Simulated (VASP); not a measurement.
GaAs:

```xyz
2
Lattice="0.0000 2.8268 2.8268 2.8268 0.0000 2.8268 2.8268 2.8268 0.0000" Properties=species:S:1:pos:R:3 pbc="T T T"
As    4.2403    4.2403    4.2403
Ga    0.0000    0.0000    0.0000
```

Base run:

- Program: VASP 6.6.1
- Functional: PBE0
- Potentials or basis: VASP PAW PBE potentials, release 64 (As, Ga_d)
- Cutoff: 520 eV
- k mesh: 6 × 6 × 6
- Occupations: gaussian, width 0.02 eV
- Spin: no spin polarisation

Its results: band gap on the k mesh 2.02 eV, direct; pressure 0.8 GPa.

**Question.** The run is repeated on the same cell with these changes: functional from PBE0 to r2SCAN-EpsX. What comes out?

**Answer.** Band gap on the k mesh 1.16 eV, direct; pressure 0.5 GPa.

Caveats: the PAW data sets were made with another functional, which shifts forces and pressure a little.
